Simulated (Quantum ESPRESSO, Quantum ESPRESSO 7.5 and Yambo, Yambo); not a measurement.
## CdS (Hawleyite): G0W0 with Yambo, start to end

Wanted: ground state, empty states, screening and self-energy for CdS (Hawleyite).

Program: Quantum ESPRESSO 7.5 and Yambo 5.3.0. Level of theory: PBE and many-body steps on it, plane waves. Results are calculated unless marked as measured.

**Experimental background.**

- Gap 2.42 eV: optical gap from inflexion point of photoacoustic spectrum, as-grown film; photoacoustic spectroscopy; film (as-grown chemical bath deposited film, about 0.25 um thick, deposited at 80 C) (“Study of the band--gap shift in CdS films: Influence of thermal annealing in different atmospheres”, 1995, arxiv:cond-mat/9501125).

Most raw output is cut from this account.

### Step 1. Starting point

Symmetry: F-43m, No. 216, cubic system. Conventional cell: a = 5.833 Å, b = 5.833 Å, c = 5.833 Å, α = 90.00°, β = 90.00°, γ = 90.00°. Nearest to Cd lie 4 S at 2.53 Å. Nearest to S lie 4 Cd at 2.53 Å. Farther neighbours and most contacts between anions are not listed.

The cell and positions come from the Crystallography Open Database and are kept as given unless a step says otherwise.

### Step 2. Ground state

This step: Quantum ESPRESSO 7.5; DFT, PBE, plane waves, norm-conserving pseudopotentials.

The ground-state density comes first.

Input file pw.in:

```
&control
  calculation = 'scf'
  prefix = 'x'
  outdir = 'o'
  pseudo_dir = 'pseudo'
/
&system
  ibrav = 0
  nat = 2
  ntyp = 2
  ecutwfc = 94.0
  nbnd = 18
  force_symmorphic = .true.
/
&electrons
  conv_thr = 1e-10
  electron_maxstep = 80
  mixing_beta = 0.5
/
ATOMIC_SPECIES
  Cd 112.41 Cd.upf
  S 32.06 S.upf
CELL_PARAMETERS angstrom
  -0.0000000000 2.9165000000 2.9165000000
  2.9165000000 -0.0000000000 2.9165000000
  2.9165000000 2.9165000000 -0.0000000000
ATOMIC_POSITIONS crystal
  Cd 0.0000000000 0.0000000000 0.0000000000
  S 0.2500000000 0.2500000000 0.2500000000
K_POINTS automatic
  6 6 6 0 0 0
```

The run is started by

```bash
$ OMP_NUM_THREADS=1 mpirun -n 8 pw.x -nk 8 -in pw.in > pw.out
```

It took 11 s on 8 MPI ranks of Arm Neoverse V1, shared host; peak memory 0.55 GiB.

Numbers from this step:

- total energy: -5072.6642 eV
- gap: 1.145 eV
- k of the valence top: 0, 0, 0
- k of the conduction bottom: 0, 0, 0
- least direct gap: 1.145 eV

The gap is direct, at Γ.

### Step 3. Bands along the symmetry lines

The cheap functional maps the bands first; the places of the edges decide which points the dearer methods must see.

Input file pw.in:

```
&control
  calculation = 'bands'
  prefix = 'x'
  outdir = 'o'
  pseudo_dir = 'pseudo'
/
&system
  ibrav = 0
  nat = 2
  ntyp = 2
  ecutwfc = 94.0
  nbnd = 19
  force_symmorphic = .true.
/
&electrons
  conv_thr = 1e-9
  electron_maxstep = 80
  diago_full_acc = .true.
  diago_thr_init = 5e-6
/
ATOMIC_SPECIES
  Cd 112.41 Cd.upf
  S 32.06 S.upf
CELL_PARAMETERS angstrom
  -0.0000000000 2.9165000000 2.9165000000
  2.9165000000 -0.0000000000 2.9165000000
  2.9165000000 2.9165000000 -0.0000000000
ATOMIC_POSITIONS crystal
  Cd 0.0000000000 0.0000000000 0.0000000000
  S 0.2500000000 0.2500000000 0.2500000000
K_POINTS crystal
  50
  0.00000000 0.00000000 0.00000000 1
  -0.06250000 -0.06250000 0.00000000 1
  -0.12500000 -0.12500000 0.00000000 1
  -0.18750000 -0.18750000 0.00000000 1
  -0.25000000 -0.25000000 0.00000000 1
  -0.31250000 -0.31250000 0.00000000 1
  -0.37500000 -0.37500000 0.00000000 1
  -0.43750000 -0.43750000 0.00000000 1
  -0.50000000 -0.50000000 0.00000000 1
  -0.48437500 -0.48437500 0.03125000 1
  -0.46875000 -0.46875000 0.06250000 1
  -0.45312500 -0.45312500 0.09375000 1
  -0.43750000 -0.43750000 0.12500000 1
  -0.42187500 -0.42187500 0.15625000 1
  -0.40625000 -0.40625000 0.18750000 1
  -0.39062500 -0.39062500 0.21875000 1
  -0.37500000 -0.37500000 0.25000000 1
  -0.37500000 0.00000000 0.37500000 1
  -0.32812500 0.00000000 0.32812500 1
  -0.28125000 0.00000000 0.28125000 1
  -0.23437500 0.00000000 0.23437500 1
  -0.18750000 0.00000000 0.18750000 1
  -0.14062500 0.00000000 0.14062500 1
  -0.09375000 0.00000000 0.09375000 1
  -0.04687500 0.00000000 0.04687500 1
  0.00000000 0.00000000 0.00000000 1
  0.00000000 0.00000000 0.06250000 1
  0.00000000 0.00000000 0.12500000 1
  0.00000000 0.00000000 0.18750000 1
  0.00000000 0.00000000 0.25000000 1
  0.00000000 0.00000000 0.31250000 1
  0.00000000 0.00000000 0.37500000 1
  0.00000000 0.00000000 0.43750000 1
  0.00000000 0.00000000 0.50000000 1
  -0.06250000 -0.03125000 0.46875000 1
  -0.12500000 -0.06250000 0.43750000 1
  -0.18750000 -0.09375000 0.40625000 1
  -0.25000000 -0.12500000 0.37500000 1
  -0.31250000 -0.15625000 0.34375000 1
  -0.37500000 -0.18750000 0.31250000 1
  -0.43750000 -0.21875000 0.28125000 1
  -0.50000000 -0.25000000 0.25000000 1
  -0.50000000 -0.28125000 0.21875000 1
  -0.50000000 -0.31250000 0.18750000 1
  -0.50000000 -0.34375000 0.15625000 1
  -0.50000000 -0.37500000 0.12500000 1
  -0.50000000 -0.40625000 0.09375000 1
  -0.50000000 -0.43750000 0.06250000 1
  -0.50000000 -0.46875000 0.03125000 1
  -0.50000000 -0.50000000 0.00000000 1
```

The job ended after 6 s (8 MPI ranks; peak memory 0.5 GiB; 44 s of CPU time).

This step gave:

```yaml
gap: 1.145 eV
k_of_the_valence_top: 0, 0, 0
k_of_the_conduction_bottom: 0, 0, 0
least_direct_gap: 1.145 eV
```

The gap is 1.145 eV, as in the run before at this level.

Electronic bands along the path, in eV, zero at the top of the highest filled band:

```
    point  band 10  band 11  band 12  band 13  band 14  band 15  band 16  band 17
        Γ    -7.24     0.00     0.00     0.00     1.14     6.53     6.53     6.53
  halfway    -7.20    -2.31    -1.02    -1.02     3.59     4.82     8.12     8.12
        X    -6.80    -3.95    -1.88    -1.88     3.56     4.35     9.20    10.77
  halfway    -6.74    -3.94    -2.15    -1.78     3.85     4.66     8.94    10.01
        U    -6.67    -3.93    -2.53    -1.52     4.24     5.45     8.48     9.01
jump to K    -6.67    -3.93    -2.53    -1.52     4.24     5.45     8.48     9.01
  halfway    -7.19    -2.75    -1.36    -0.42     3.61     6.10     6.75     7.27
        Γ    -7.24     0.00     0.00     0.00     1.14     6.53     6.53     6.53
  halfway    -7.24    -2.49    -0.40    -0.40     2.78     6.28     7.03     7.03
        L    -6.86    -4.39    -0.75    -0.75     3.01     7.00     7.00     7.46
  halfway    -6.75    -4.11    -1.93    -1.22     4.38     5.81     7.21     8.35
        W    -6.61    -3.89    -2.26    -2.18     5.42     5.43     7.23     8.04
  halfway    -6.70    -3.92    -2.08    -2.03     4.26     4.83     8.67     8.94
        X    -6.80    -3.95    -1.88    -1.88     3.56     4.35     9.20    10.77
```

### Step 4. Empty states on the mesh, 4×4×4 mesh, 125 bands

The sums over transitions need many empty states on a uniform mesh; this step solves for them.

Input file pw.in:

```
&control
  calculation = 'nscf'
  prefix = 'x'
  outdir = 'o'
  pseudo_dir = 'pseudo'
/
&system
  ibrav = 0
  nat = 2
  ntyp = 2
  ecutwfc = 94.0
  nbnd = 125
  force_symmorphic = .true.
/
&electrons
  conv_thr = 1e-9
  electron_maxstep = 80
  diago_full_acc = .true.
  diago_thr_init = 5e-6
/
ATOMIC_SPECIES
  Cd 112.41 Cd.upf
  S 32.06 S.upf
CELL_PARAMETERS angstrom
  -0.0000000000 2.9165000000 2.9165000000
  2.9165000000 -0.0000000000 2.9165000000
  2.9165000000 2.9165000000 -0.0000000000
ATOMIC_POSITIONS crystal
  Cd 0.0000000000 0.0000000000 0.0000000000
  S 0.2500000000 0.2500000000 0.2500000000
K_POINTS automatic
  4 4 4 0 0 0
```

The run is started by

```bash
$ OMP_NUM_THREADS=1 mpirun -n 8 pw.x -nk 4 -in pw.in > pw.out
```

It took 9.8 s on 8 MPI ranks; peak memory 0.59 GiB; 75 s of CPU time.

This step gave:

| Property | Result |
| --- | --- |
| gap | 1.145 eV |
| k of the valence top | 0, 0, 0 |
| k of the conduction bottom | 0, 0, 0 |
| least direct gap | 1.145 eV |
| k points computed | 8 |
| lowest point of the top converged band, above the valence top | 89.8717 eV |

On this mesh the gap is 1.145 eV.

### Step 5. Conversion and set-up

This step: Yambo 5.3.0; conversion and set-up on PBE, plane waves, norm-conserving pseudopotentials.

The states are converted to the many-body program's format and the q mesh is built.

The run is started by

```bash
$ (cd o/x.save; p2y > p2y.log; mv SAVE ../..); yambo > setup.log
```

Run time: 3 s. Hardware: 1 MPI rank; peak memory 0.25 GiB.

### Step 6. Screening and self-energy, 4×4×4 mesh, 125 bands, screening to 129.3 eV

Now the one-shot GW correction: screening in the RPA, then the self-energy of the levels asked for.

This step: G0W0 on PBE, plane waves, norm-conserving pseudopotentials.

Input file gw1.in:

```
HF_and_locXC
gw0
dyson
ppa
em1d
rim_cut
RandQpts= 1000000
RandGvec= 1 RL
EXXRLvcs= 94 Ry
VXCRLvcs= 376 Ry
Chimod= "HARTREE"
% BndsRnXp
 1 | 125 |
%
NGsBlkXp= 9.5 Ry
% LongDrXp
 1 | 1 | 1 |
%
% GbndRnge
 1 | 125 |
%
DysSolver= "n"
ExtendOut
PPAPntXp= 27.21138 eV
% QPkrange
 1 | 8 | 11 | 18 |
%
```

The run is started by

```bash
$ OMP_NUM_THREADS=1 mpirun -n 8 yambo -F gw1.in -J gw1 -C gw1 > gw1.log
```

It took 3.3 min on 8 MPI ranks; peak memory 4.1 GiB.

This step gave:

| Item | Value |
| --- | --- |
| G0W0 gap on the mesh | 2.126 eV |
| starting gap on the mesh | 1.145 eV |
| k of the valence top | 0, 0, 0 |
| k of the conduction bottom | 0, 0, 0 |
| least direct G0W0 gap on the computed points | 2.126 eV |
| Z at the valence top | 0.7870 |
| Z at the conduction bottom | 0.8162 |

The gap on the mesh goes from 1.14 eV to 2.13 eV, a correction of +0.98 eV.

Limits: finite bands, cutoff and mesh; no spin-orbit coupling; coarse k mesh. v1 is the top filled band, c1 the lowest empty one. The levels before and after the correction (eV, zero at the valence-band top of each column):

```
           conduction bottom  valence top
Kohn-Sham               1.14         0.00
     G0W0               2.13         0.00
```

```
             level  energy (eV)
Kohn-Sham  Γ v3-v1        0.000
Kohn-Sham     Γ c1        1.145
Kohn-Sham  Γ c2-c4        6.531
     G0W0  Γ v3-v1        0.000
     G0W0     Γ c1        2.126
     G0W0  Γ c2-c4        7.744
```

### Step 7. Where the time went

Times are wall times on the hardware named with each run, good to a factor of about two.

```
                          step     time  share  memory (GiB)
                  ground state     11 s    5 %          0.55
bands along the symmetry lines      6 s    3 %           0.5
      empty states on the mesh    9.8 s    4 %          0.59
         conversion and set-up      3 s    1 %          0.25
     screening and self-energy  3.3 min   87 %           4.1
```

### Step 8. Results

| Quantity | Value |
| --- | --- |
| PBE gap | 1.14 eV, direct |
| G0W0 gap on the mesh | 2.13 eV |
| GW settings | 4×4×4 mesh, 125 bands, screening to 129.3 eV, Godby-Needs plasmon pole |
| known limits | not at the basis limit; no spin-orbit coupling; coarse k mesh |

What this shows: G0W0 moves the gap on the mesh from 1.14 eV to 2.13 eV (+0.98 eV), with Z of 0.79 and 0.82 at the edges. The dearest step here is «screening and self-energy». Against experiment, by G0W0@PBE: the gap of 2.13 eV lies −0.29 eV from the measured 2.42 eV (optical, 1995). An exciton line or allowed optical edge lies below the quasiparticle gap by the binding energy; a forbidden edge can push the onset above it. The calculation has static nuclei and no excitons; a measured gap holds zero-point and thermal motion, which mostly lowers it. Bands and cutoff are finite, so the gap is not at the basis limit. The miss can reach some tenths of an eV and take either sign; the mesh is an error of its own. The 4×4×4 mesh is coarse for this cell, which bears on the long-range parts of exchange and screening. The many-body steps are scalar-relativistic: spin-orbit coupling is not in them.

[Paths, hosts, dates, memory and timing lines, banners, echoed tables and standing remarks are left out of the program output.]

[Logs are printed without paths, hosts, clocks, repeated set-up lines and the standing remarks that a program may print on its own settings, such as how far it seeks lower states.]

[Runs of the session that timed out or met a known fault of the program may be left out.]

[Hosts, paths, dates, database ids (printed as entryN), source tags and the programs' standing remarks are cut or masked in the printed files.]
